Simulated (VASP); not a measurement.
Wanted: the native input for a VASP 6.6.1 run.

| Quantity | Value |
| --- | --- |
| Task | relaxation of cell and atoms |
| Functional | r2SCAN |
| Potentials or basis | VASP PAW PBE potentials, release 64 (Al, N) |
| Cutoff | 600 eV |
| k mesh | 12 × 12 × 6 |
| Occupations | gaussian, width 0.03 eV |
| Spin | no spin polarisation |
| Further INCAR settings | ALGO = Normal; EDIFF = 1e-06; IBRION = 2; EDIFFG = -0.01; NSW = 90; ISIF = 3 |

The structure of AlN lies in POSCAR:

```
AlN
1.0
    3.1130000000      0.0000000000      0.0000000000
   -1.5565000000      2.6959370820      0.0000000000
    0.0000000000      0.0000000000      4.9810000000
Al N
2 2
Direct
    0.3333333333      0.6666666667      0.0000000000
    0.6666666667      0.3333333333      0.5000000000
    0.3333333333      0.6666666667      0.3800000000
    0.6666666667      0.3333333333      0.8800000000
```

These files were run (other wordings do the same):

INCAR

```
ALGO = Normal ; EDIFF = 1E-6
EDIFFG = -0.01 ; ENCUT = 600
IBRION = 2 ; ISIF = 3
ISMEAR = 0 ; LASPH = True
LCHARG = False ; LMIXTAU = True
LREAL = False ; LWAVE = False
METAGGA = R2SCAN ; NELM = 80
NSW = 90 ; PREC = Accurate
SIGMA = 0.03
```

KPOINTS

```
k-points
0
Gamma
  12 12 6
```

Potentials or basis: VASP PAW PBE potentials, release 64 (Al, N).

Command:

```bash
$ cat potpaw_PBE.64/Al/POTCAR potpaw_PBE.64/N/POTCAR > POTCAR
$ mpirun -np 1 vasp_std > vasp.out
```

It gave:

```yaml
Relaxed_volume: 10.39 Å³/atom
Relaxed_cell: a = 3.104 Å, b = 3.104 Å, c = 4.978 Å, α = 90.00°, β = 90.00°, γ = 120.00°
Space_group_after_relaxing_to_0.05_Å: P6_3mc (No. 186)
Energy_gained_by_relaxing: 0.5 meV/atom
Ionic_steps: 6
Pressure_after_relaxing: 0.0 GPa
Largest_force_after_relaxing: 0.004 eV/Å
Band_gap_on_the_k_mesh: 4.94 eV, direct
```

Caveat: the PAW data sets were made with another functional, which shifts forces and pressure a little.

It took 6.1 min on 1 thread of Intel(R) Xeon(R) 6975P-C (Granite Rapids), with other jobs on the host, peak memory 0.2 GiB.
